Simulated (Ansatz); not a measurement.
# TiO2 (C2/m) in Ansatz: notebook

The runs below take TiO2 through band structure, single point, equation of state, with PBEsol, revPBE+D4.

Program: Ansatz 0.2.0. These are calculated values, not measurements. Logs are shortened: lines on timing, memory, paths and dates and some standing lists are left out, and cuts for length are marked.

### Step 1. The crystal as given

It takes space group C2/m (No. 12, monoclinic). Conventional cell: a = 12.307 Å, b = 3.767 Å, c = 6.616 Å, α = 90.00°, β = 106.95°, γ = 90.00°. Ti (site symmetry m) is surrounded by 4 O at 1.86 to 1.94 Å. Ti (site symmetry m) is surrounded by 5 O at 1.78 to 2.03 Å. O (site symmetry m) is surrounded by 3 Ti at 1.94 to 2.03 Å. O (site symmetry m) has 3 Ti at 1.96 to 2.16 Å as nearest neighbours. Around O (site symmetry m) lie 2 Ti at 1.78 to 1.87 Å. O (site symmetry m) has 2 Ti at 1.86 to 1.93 Å as nearest neighbours.

The cell comes from a database or a generator and needn't be the stable form of this composition.

### Step 2. Band structure, PBEsol

input.yaml reads:

```yaml
crystal:
  lattice:
    - [6.1535771931, -1.8834685, 0.0]
    - [6.1535771931, 1.8834685, 0.0]
    - [-1.9283261078, 0.0, 6.3289668713]
  atoms:
    - { symbol: Ti, position: [0.900071, 0.900071, 0.289602] }
    - { symbol: Ti, position: [0.195286, 0.195286, 0.283762] }
    - { symbol: Ti, position: [0.099929, 0.099929, 0.710398] }
    - { symbol: Ti, position: [0.804714, 0.804714, 0.716238] }
    - { symbol: O, position: [0.361931, 0.361931, 0.293397] }
    - { symbol: O, position: [0.2634885, 0.2634885, 0.6525] }
    - { symbol: O, position: [0.8671885, 0.8671885, 0.995291] }
    - { symbol: O, position: [0.7365115, 0.7365115, 0.3475] }
    - { symbol: O, position: [0.9416475, 0.9416475, 0.630021] }
    - { symbol: O, position: [0.1328115, 0.1328115, 0.004709] }
    - { symbol: O, position: [0.638069, 0.638069, 0.706603] }
    - { symbol: O, position: [0.0583525, 0.0583525, 0.369979] }
hamiltonian:
  xc: pbesol
  pseudopotentials: { kind: paw }
kpoints:
  mp_grid: { grid: [8, 8, 4] }
  band_path:
    path:
      - [[0.0, 0.0, 0.0], [0.5, 0.5, 1.0], [-0.9361180477, -0.9361180477, 2.1067149013], [0.5, 0.5, 0.5], [0.2894712774, 0.7105287226, 0.5]]
      - [[-0.2894712774, 0.2894712774, -0.5], [0.0, 0.0, -0.5], [1.9361180477, 1.9361180477, -1.1067149013]]
      - [[0.5, 0.5, 1.0], [0.3919103315, 0.6080896685, 1.0]]
      - [[-0.3919103315, 0.3919103315, 0.0], [0.0, 0.0, 0.0], [0.0, 0.5, 0.5]]
      - [[0.0, 0.5, 0.0], [0.0, 0.0, 0.0]]
    npoints: 10
scf:
  occupations: { method: fermi_dirac, width: 0.05 }
  n_extra_bands: 30
output:
  forces: true
  stress: true
  eigenvalues: true
  fatbands: true
```

Potentials or basis: Ansatz PAW.

The run is started by

```console
$ ansatz run input.yaml --threads 2 --pin off --max-ram 5120MiB --backend cpu --events-out ev --progress --plain --runs-dir out
```

What it wrote:

```text
Warning: RAYON_NUM_THREADS=2 ignored (pool sized by the plan → 2); use --threads N
scf.n_extra_bands = 30 over 48 filled bands (N_el = 96.0): the run solves 78 bands
Engine: ansatz 0.2.0, aarch64-unknown-linux-gnu
Pseudopotentials: kind: paw
Pseudopotential: Ti, paw, valence charge 12, recommended cutoff 420 eV (normal), Ti.paw.azcp
Pseudopotential: O, paw, valence charge 6, recommended cutoff 420 eV (normal), O.paw.azcp
Functional definition: PBEsol
  exchange = pbesol_x
  correlation = pbesol_c
Crystal: 12 atoms, lattice volume = 146.706 Å³
Basis set: ecut = 420 eV, 2869 PW (Γ), exchange–correlation on 90×90×90 points (8 copies of the dense FFT grid, shifted against one another)
Bands: 78, of which v1, the nominal top of the filled ones, is band 48 counted from 1 (47 counted from 0)
Symmetry: 4 space group operations
Space group: C2/m (ITA 12), of the structure as read, at distance tolerance 5.3e-5 Å
k-points: 78 of 256
Non-local potential: Ti, projectors of the file, l = 0: 3, l = 1: 2, l = 2: 3, l = 3: 1
Non-local potential: O, projectors of the file, l = 0: 2, l = 1: 2, l = 2: 1
PAW form: soft (Blöchl's): semilocal exchange-correlation on the pseudo side does not see the compensation charge
PAW frozen core: Ti, regenerated for the run's functional, and the local potential with it (the file was generated under x = pbe(κ = 0.804, μ = 0.2195149727645171), c = pbe(β = 0.06672455060314922))
PAW frozen core: O, regenerated for the run's functional, and the local potential with it (the file was generated under x = pbe(κ = 0.804, μ = 0.2195149727645171), c = pbe(β = 0.06672455060314922))
PAW one-centre angular grid: Ti, 590 points (default); XC on 64 Gauss nodes
PAW one-centre angular grid: O, 110 points (default); XC on 64 Gauss nodes
Initial density: superposition of atomic densities (neutral atoms: chi_scale 0, normalization atom), corrected by the library's trained network
Initial wavefunctions: pseudopotential atomic-orbital guess
Functional: x = pbesol(κ = 0.804, μ = 0.12345679012345678), c = pbesol(β = 0.046)
SCF iter   1: F=—  HF=-14399.435226 eV  |F-HF|=—  |Δ(HF+E_count)|=         —  Δρ=1.93e-2  dr2=4.83e-1  ethr=1.77e-3  ⟨swp⟩=5.0  Hψ=23794  notcnv=0  defer=904
preconditioner: auto → Resta (q_TF=auto, 2.542 Å⁻¹)  ε∞=4.5  [insulator: Δε(μ)=2.512 eV  Ē_g=13.067 eV  σ=0.050 eV  W_gap=1.00  n_scr=44 (ndim 8)  ℏωp=24.5 eV  f_vac=0.131  D(μ)=0.00/eV (n_scr^D=0)  ε∞_Penn≈4.5]
SCF iter   2: F=—  HF=-14399.375949 eV  |F-HF|=—  |Δ(HF+E_count)|=   5.93e-2  Δρ=1.20e-2  dr2=1.96e-1  ethr=5.03e-4  ⟨swp⟩=2.7  Hψ=9656  notcnv=0  defer=1821
SCF iter   3: F=—  HF=-14399.341334 eV  |F-HF|=—  |Δ(HF+E_count)|=   3.46e-2  Δρ=2.68e-3  dr2=7.39e-3  ethr=2.04e-4  ⟨swp⟩=2.0  Hψ=6654  notcnv=0  defer=1821
SCF iter   4: F=—  HF=-14399.340111 eV  |F-HF|=—  |Δ(HF+E_count)|=   1.22e-3  Δρ=8.47e-4  dr2=8.63e-4  ethr=7.70e-6  ⟨swp⟩=2.0  Hψ=8370  notcnv=0  defer=1821
SCF iter   5: F=—  HF=-14399.340062 eV  |F-HF|=—  |Δ(HF+E_count)|=   4.91e-5  Δρ=3.75e-4  dr2=1.90e-4  ethr=8.99e-7  ⟨swp⟩=2.0  Hψ=6426  notcnv=0  defer=1821
SCF iter   6: F=—  HF=-14399.340087 eV  |F-HF|=—  |Δ(HF+E_count)|=   2.53e-5  Δρ=1.15e-4  dr2=2.12e-5  ethr=1.98e-7  ⟨swp⟩=2.0  Hψ=5939  notcnv=0  defer=1821
SCF iter   7: F=—  HF=-14399.340252 eV  |F-HF|=—  |Δ(HF+E_count)|=   1.65e-4  Δρ=6.53e-5  dr2=7.77e-6  ethr=2.21e-8  ⟨swp⟩=2.0  Hψ=7412  notcnv=0  defer=1821
SCF iter   8: F=—  HF=-14399.340255 eV  |F-HF|=—  |Δ(HF+E_count)|=   3.31e-6  Δρ=2.80e-5  dr2=1.53e-6  ethr=8.10e-9  ⟨swp⟩=2.0  Hψ=6209  notcnv=0  defer=1821
SCF iter   9: F=—  HF=-14399.340256 eV  |F-HF|=—  |Δ(HF+E_count)|=   9.07e-7  Δρ=8.78e-6  dr2=1.75e-7  ethr=1.59e-9  ⟨swp⟩=2.0  Hψ=6233  notcnv=0  defer=1821
SCF iter  10: F=—  HF=-14399.340257 eV  |F-HF|=—  |Δ(HF+E_count)|=   2.86e-7  Δρ=7.73e-6  dr2=1.24e-7  ethr=1.04e-10  ⟨swp⟩=11.9  Hψ=29668  notcnv=0
SCF iter  11: F=-14399.340257 eV  HF=-14399.340257 eV  |F-HF|=9.09e-9  |Δ(HF+E_count)|=   2.58e-8  Δρ=4.15e-6  dr2=2.78e-8  ethr=1.04e-10  ⟨swp⟩=5.0  Hψ=17822  notcnv=0
SCF 1 converged in 11 iterations: F = -14399.340257 eV  dr2 = 2.78e-8
NSCF: frozen V_eff on 105 k-points
SCF converged after 11 iterations
Free energy (F): -14399.340257 eV
Harris-Foulkes:  -14399.340257 eV  (|F-HF|=9.09e-9)
Internal energy: -14399.340257 eV  (E = F + TS)
E sigma→0 (E₀):  -14399.340257 eV
Fermi energy:    7.439447 eV
--- Per-component energies (eV) ---
  E_band       = -1003.791752
  E_kinetic    = 2479.502022
  E_local      = -7966.046976  (includes V_loc(G=0)·N_el)
  E_nonlocal   = 401.565370
  E_hartree    = 3133.072564
  E_xc         = -970.505742
  E_vxc        = -1235.020590  (∫ρ·V_xc dr)
  E_paw        = -5297.384537  (= ΣΔE_a)
  E_vpaw       = -949.951553  (= ΣTr[D̂ρ^β])
  E_aug_tail   = 0.020031  (compensation charges beyond the density's cutoff)
  E_ewald      = -6180.402828
  E_core_change = 0.839841  (= ΣΔE_core)
  E_smearing   = -0.000000  (= −TS)
  E_closure    = -0.000000  (closes the sum)
  Σ components = -14399.340257   (vs F -14399.340257, Δ=0.00e0)
--- Forces (eV/Å), atoms counted from 1 ---
  atom   1  Ti    -0.02480097     0.00000000    -0.04117421
  atom   2  Ti     0.00716491    -0.00000000    -0.15322487
  atom   3  Ti     0.02480097    -0.00000000     0.04117421
  atom   4  Ti    -0.00716491     0.00000000     0.15322487
  atom   5  O     -0.13481406    -0.00000000    -0.00129858
  atom   6  O     -0.08735384    -0.00000000     0.00911150
  atom   7  O     -0.13261167    -0.00000000    -0.07209176
  atom   8  O      0.08735384     0.00000000    -0.00911150
  atom   9  O      0.04648129     0.00000000    -0.01627051
  atom  10  O      0.13261167     0.00000000     0.07209176
  atom  11  O      0.13481406     0.00000000     0.00129858
  atom  12  O     -0.04648129     0.00000000     0.01627051
  max |Σ_I F_I| component: 3.47e-17 eV/Å
--- Stress (GPa, compression-positive) ---
       -6.683960       0.000000      -0.022155
        0.000000      -6.405980      -0.000000
       -0.022155      -0.000000      -6.959476
  P = ⅓ Tr σ = -6.6831 GPa (-66.831 kbar)
--- Band table (eV; the first three rows and the last of 78) ---
  k-point 0: bands = ["-49.8296", "-49.8176", "-49.7321", "-49.7255", "-26.3605", "-26.3110", "-26.2845", "-26.2029", "-26.1534", "-26.1525", "-26.1475", "-26.1162", "-26.0658", "-26.0653", "-26.0530", "-26.0487", "-11.2791", "-10.5661", "-10.1718", "-10.0083", "-9.9665", "-9.8713", "-9.6235", "-9.5341", "1.8696", "1.9283", "2.1493", "2.2319", "2.5904", "2.7923", "2.8223", "2.9726", "3.1784", "3.5498", "4.0378", "4.1062", "4.2312", "4.6830", "4.7086", "4.7411", "4.7997", "4.8350", "5.1479", "5.1482", "5.2785", "5.2884", "5.6812", "5.8597", "8.7530", "9.1015", "9.3448", "9.3473", "9.3818", "9.8518", "10.3750", "10.5256", "10.6570", "10.7406", "10.8843", "11.1180", "11.1220", "11.6498", "11.9677", "12.1563", "12.3135", "12.4145", "12.4450", "12.8735", "13.1929", "16.9398", "16.9964", "17.6470", "18.0103", "19.6750", "19.7625", "21.4904", "21.6718", "22.3460"]
[... 3 lines left out ...]
```

Run time: 55 s. Hardware: 2 threads of Arm Neoverse V2, shared host; peak memory 0.89 GiB.

What came out:

| Quantity | Value |
| --- | --- |
| Free energy | -14399.3403 eV |
| Pressure | -6.7 GPa |
| Largest force | 0.153 eV/Å |
| Band gap on the k mesh | 2.72 eV, indirect (least direct gap 2.89 eV) |
| Band gap along the path | 2.71 eV, indirect (least direct gap 2.87 eV) |

Forces on the atoms (eV/Å):
```
Ti  -0.025  0.000 -0.041
Ti   0.007  0.000 -0.153
Ti   0.025  0.000  0.041
Ti  -0.007  0.000  0.153
O   -0.135  0.000 -0.001
O   -0.087  0.000  0.009
O   -0.133  0.000 -0.072
O    0.087  0.000 -0.009
O    0.046  0.000 -0.016
O    0.133  0.000  0.072
O    0.135  0.000  0.001
O   -0.046  0.000  0.016
```

Levels at the corners of the path, in eV from the valence-band top:
| point | band 46 | band 47 | band 48 | band 49 | band 50 | band 51 |
| --- | --- | --- | --- | --- | --- | --- |
| Γ | -0.76 | -0.36 | -0.19 | 2.71 | 3.06 | 3.30 |
| Y | -0.64 | -0.40 | -0.13 | 2.85 | 2.90 | 3.40 |
| F | -0.76 | -0.40 | -0.24 | 2.72 | 3.07 | 3.28 |
| L | -0.42 | -0.23 | -0.21 | 2.96 | 3.08 | 3.22 |
| I | -0.41 | -0.16 | 0.00 | 3.07 | 3.17 | 3.37 |
| I1 | -0.41 | -0.16 | 0.00 | 3.07 | 3.17 | 3.37 |
| Z | -0.67 | -0.60 | -0.44 | 2.82 | 3.09 | 3.25 |
| F1 | -0.76 | -0.40 | -0.24 | 2.72 | 3.07 | 3.28 |
| Y | -0.64 | -0.40 | -0.13 | 2.85 | 2.90 | 3.40 |
| X1 | -0.42 | -0.33 | -0.25 | 3.04 | 3.31 | 3.33 |
| X | -0.42 | -0.33 | -0.25 | 3.04 | 3.31 | 3.33 |
| Γ | -0.76 | -0.36 | -0.19 | 2.71 | 3.06 | 3.30 |
| N | -0.53 | -0.11 | -0.02 | 3.13 | 3.19 | 3.43 |
| M | -0.48 | -0.22 | -0.14 | 3.10 | 3.14 | 3.58 |
| Γ | -0.76 | -0.36 | -0.19 | 2.71 | 3.06 | 3.30 |

Caveat: the pressure holds a Pulay correction of +0.7 GPa for the finite cutoff; the PAW data sets come from PBE, with cores solved anew for the run's functional, which leaves a small shift of forces and pressure. PBEsol gaps usually lie below the measured ones, often by a third to a half.

### Step 3. Single point, revPBE+D4, 11.49 Å³/atom (volume scaled by 0.94)

input.yaml reads:

```yaml
crystal:
  lattice:
    - [6.0279587373, -1.8450195788, 0.0]
    - [6.0279587373, 1.8450195788, 0.0]
    - [-1.8889614683, 0.0, 6.1997680296]
  atoms:
    - { symbol: Ti, position: [0.900071, 0.900071, 0.289602] }
    - { symbol: Ti, position: [0.195286, 0.195286, 0.283762] }
    - { symbol: Ti, position: [0.099929, 0.099929, 0.710398] }
    - { symbol: Ti, position: [0.804714, 0.804714, 0.716238] }
    - { symbol: O, position: [0.361931, 0.361931, 0.293397] }
    - { symbol: O, position: [0.2634885, 0.2634885, 0.6525] }
    - { symbol: O, position: [0.8671885, 0.8671885, 0.995291] }
    - { symbol: O, position: [0.7365115, 0.7365115, 0.3475] }
    - { symbol: O, position: [0.9416475, 0.9416475, 0.630021] }
    - { symbol: O, position: [0.1328115, 0.1328115, 0.004709] }
    - { symbol: O, position: [0.638069, 0.638069, 0.706603] }
    - { symbol: O, position: [0.0583525, 0.0583525, 0.369979] }
hamiltonian:
  xc: revpbe
  pseudopotentials: { kind: paw }
  dispersion: d4
kpoints:
  mp_grid: { grid: [8, 8, 4] }
scf:
  occupations: { method: fermi_dirac, width: 0.05 }
output:
  forces: true
  stress: true
  eigenvalues: true
  write_density: true
  write_potential: true
  elf: true
  volumetric_format: npy
```

Potentials or basis: Ansatz PAW.

The run is started by

```console
$ ansatz run input.yaml --threads 2 --pin off --max-ram 5120MiB --backend cpu --events-out ev --progress --plain --runs-dir out
```

Wall time 23 s (2 threads of Arm Neoverse V2, shared host); peak memory 0.73 GiB.

Results (log left out):

* Free energy: -14581.7244 eV
* Pressure: 7.8 GPa
* Largest force: 0.210 eV/Å
* Band gap on the k mesh: 2.99 eV, indirect (least direct gap 3.17 eV)

Caveat: the pressure holds a Pulay correction of +0.6 GPa for the finite cutoff; the PAW data sets come from PBE, with cores solved anew for the run's functional, which leaves a small shift of forces and pressure.

### Step 4. Single point, revPBE+D4, 11.74 Å³/atom (volume scaled by 0.96)

input.yaml: that of step 3 with these lines changed.

```diff
@@ -2,5 +2,5 @@
   lattice:
-    - [6.0279587373, -1.8450195788, 0.0]
-    - [6.0279587373, 1.8450195788, 0.0]
-    - [-1.8889614683, 0.0, 6.1997680296]
+    - [6.0704105496, -1.8580131025, 0.0]
+    - [6.0704105496, 1.8580131025, 0.0]
+    - [-1.9022644521, 0.0, 6.2434298064]
   atoms:
@@ -30,5 +30 @@
   eigenvalues: true
-  write_density: true
-  write_potential: true
-  elf: true
-  volumetric_format: npy
```

The run is started by

```console
$ ansatz run input.yaml --threads 2 --pin off --max-ram 5120MiB --backend cpu --events-out ev --progress --plain --runs-dir out
```

Run time: 18 s. Hardware: 2 threads of Arm Neoverse V2, shared host; peak memory 0.75 GiB.

Results (log left out):

| Property | Result |
| --- | --- |
| Free energy | -14581.8247 eV |
| Pressure | 3.2 GPa |
| Largest force | 0.136 eV/Å |
| Band gap on the k mesh | 2.92 eV, indirect (least direct gap 3.09 eV) |

Caveat: the pressure holds a Pulay correction of +0.6 GPa for the finite cutoff; the PAW data sets come from PBE, with cores solved anew for the run's functional, which leaves a small shift of forces and pressure.

### Step 5. Single point, revPBE+D4, 11.98 Å³/atom (volume scaled by 0.98)

input.yaml: that of step 4 with these lines changed.

```diff
@@ -2,5 +2,5 @@
   lattice:
-    - [6.0704105496, -1.8580131025, 0.0]
-    - [6.0704105496, 1.8580131025, 0.0]
-    - [-1.9022644521, 0.0, 6.2434298064]
+    - [6.1122767729, -1.8708273909, 0.0]
+    - [6.1122767729, 1.8708273909, 0.0]
+    - [-1.9153839319, 0.0, 6.2864893037]
   atoms:
```

The run is started by

```console
$ ansatz run input.yaml --threads 2 --pin off --max-ram 5120MiB --backend cpu --events-out ev --progress --plain --runs-dir out
```

It took 18 s on 2 threads of Arm Neoverse V2, shared host; peak memory 0.76 GiB.

Results (log left out):

| Property | Result |
| --- | --- |
| Free energy | -14581.8448 eV |
| Pressure | -0.9 GPa |
| Largest force | 0.160 eV/Å |
| Band gap on the k mesh | 2.84 eV, indirect (least direct gap 3.02 eV) |

Caveat: the pressure holds a Pulay correction of +0.6 GPa for the finite cutoff; the PAW data sets come from PBE, with cores solved anew for the run's functional, which leaves a small shift of forces and pressure.

### Step 6. Single point, revPBE+D4, 12.23 Å³/atom

input.yaml: that of step 5 with these lines changed.

```diff
@@ -2,5 +2,5 @@
   lattice:
-    - [6.1122767729, -1.8708273909, 0.0]
-    - [6.1122767729, 1.8708273909, 0.0]
-    - [-1.9153839319, 0.0, 6.2864893037]
+    - [6.1535771931, -1.8834685, 0.0]
+    - [6.1535771931, 1.8834685, 0.0]
+    - [-1.9283261078, 0.0, 6.3289668713]
   atoms:
@@ -30 +30,5 @@
   eigenvalues: true
+  write_density: true
+  write_potential: true
+  elf: true
+  volumetric_format: npy
```

Potentials or basis: Ansatz PAW.

The run is started by

```console
$ ansatz run input.yaml --threads 2 --pin off --max-ram 5120MiB --backend cpu --events-out ev --progress --plain --runs-dir out
```

Run time: 28 s. Hardware: 2 threads of Arm Neoverse V2, shared host; peak memory 0.76 GiB.

It converged, with:

* Free energy: -14581.7930 eV
* Pressure: -4.7 GPa
* Largest force: 0.286 eV/Å
* Band gap on the k mesh: 2.77 eV, indirect (least direct gap 2.94 eV)

Caveat: the pressure holds a Pulay correction of +0.6 GPa for the finite cutoff; the PAW data sets come from PBE, with cores solved anew for the run's functional, which leaves a small shift of forces and pressure.

### Step 7. Single point, revPBE+D4, 12.47 Å³/atom (volume scaled by 1.02)

input.yaml: that of step 6 with these lines changed.

```diff
@@ -2,5 +2,5 @@
   lattice:
-    - [6.1535771931, -1.8834685, 0.0]
-    - [6.1535771931, 1.8834685, 0.0]
-    - [-1.9283261078, 0.0, 6.3289668713]
+    - [6.1943305476, -1.8959421648, 0.0]
+    - [6.1943305476, 1.8959421648, 0.0]
+    - [-1.9410968515, 0.0, 6.3708817807]
   atoms:
```

The run is started by

```console
$ ansatz run input.yaml --threads 2 --pin off --max-ram 5120MiB --backend cpu --events-out ev --progress --plain --runs-dir out
```

Run time: 29 s. Hardware: 2 threads of Arm Neoverse V2, shared host; peak memory 0.77 GiB.

The run converged. Its results:

- Free energy: -14581.6769 eV
- Pressure: -8.0 GPa
- Largest force: 0.411 eV/Å
- Band gap on the k mesh: 2.70 eV, indirect (least direct gap 2.86 eV)

Caveat: the pressure holds a Pulay correction of +0.6 GPa for the finite cutoff; the PAW data sets come from PBE, with cores solved anew for the run's functional, which leaves a small shift of forces and pressure.

### Step 8. Single point, revPBE+D4, 12.71 Å³/atom (volume scaled by 1.04)

input.yaml: that of step 7 with these lines changed.

```diff
@@ -2,5 +2,5 @@
   lattice:
-    - [6.1943305476, -1.8959421648, 0.0]
-    - [6.1943305476, 1.8959421648, 0.0]
-    - [-1.9410968515, 0.0, 6.3708817807]
+    - [6.2345546003, -1.9082538226, 0.0]
+    - [6.2345546003, 1.9082538226, 0.0]
+    - [-1.9537017297, 0.0, 6.4122523021]
   atoms:
@@ -30,5 +30 @@
   eigenvalues: true
-  write_density: true
-  write_potential: true
-  elf: true
-  volumetric_format: npy
```

The run is started by

```console
$ ansatz run input.yaml --threads 2 --pin off --max-ram 5120MiB --backend cpu --events-out ev --progress --plain --runs-dir out
```

Wall time 22 s (2 threads of Arm Neoverse V2, shared host); peak memory 0.78 GiB.

It converged, with:

- Free energy: -14581.5022 eV
- Pressure: -11.0 GPa
- Largest force: 0.529 eV/Å
- Band gap on the k mesh: 2.64 eV, indirect (least direct gap 2.79 eV)

Caveat: the pressure holds a Pulay correction of +0.6 GPa for the finite cutoff; the PAW data sets come from PBE, with cores solved anew for the run's functional, which leaves a small shift of forces and pressure.

### Step 9. Single point, revPBE+D4, 12.96 Å³/atom (volume scaled by 1.06)

input.yaml: that of step 8 with these lines changed.

```diff
@@ -2,5 +2,5 @@
   lattice:
-    - [6.2345546003, -1.9082538226, 0.0]
-    - [6.2345546003, 1.9082538226, 0.0]
-    - [-1.9537017297, 0.0, 6.4122523021]
+    - [6.2742662098, -1.9204086332, 0.0]
+    - [6.2742662098, 1.9204086332, 0.0]
+    - [-1.9661460253, 0.0, 6.4530957747]
   atoms:
```

Potentials or basis: Ansatz PAW.

The run is started by

```console
$ ansatz run input.yaml --threads 2 --pin off --max-ram 5120MiB --backend cpu --events-out ev --progress --plain --runs-dir out
```

It took 23 s on 2 threads of Arm Neoverse V2, shared host; peak memory 0.79 GiB.

It converged, with:

| Quantity | Value |
| --- | --- |
| Free energy | -14581.2756 eV |
| Pressure | -13.7 GPa |
| Largest force | 0.640 eV/Å |
| Band gap on the k mesh | 2.57 eV, indirect (least direct gap 2.72 eV) |

Caveat: the pressure holds a Pulay correction of +0.5 GPa for the finite cutoff; the PAW data sets come from PBE, with cores solved anew for the run's functional, which leaves a small shift of forces and pressure.

### Step 10. Equation of state, revPBE+D4

No new run: the results of the series are fitted here.

Results:

```
Equilibrium volume                        : 11.92 Å³/atom
Bulk modulus at fixed shape and positions : 196 GPa
Pressure derivative of the bulk modulus   : 4.2
```

Energy against volume, from the lowest point:
```
volume (Å³/atom)  energy (meV/atom)
          11.492              10.03
          11.737               1.68
          11.981               0.00
          12.226               4.32
          12.470              13.99
          12.715              28.55
          12.959              47.44
```

Caveat: the potentials were made for another functional, which shifts forces and pressure; the cell was scaled at fixed shape and fractional positions, which overstates the stiffness of a crystal with free parameters, most of all of layers and chains.
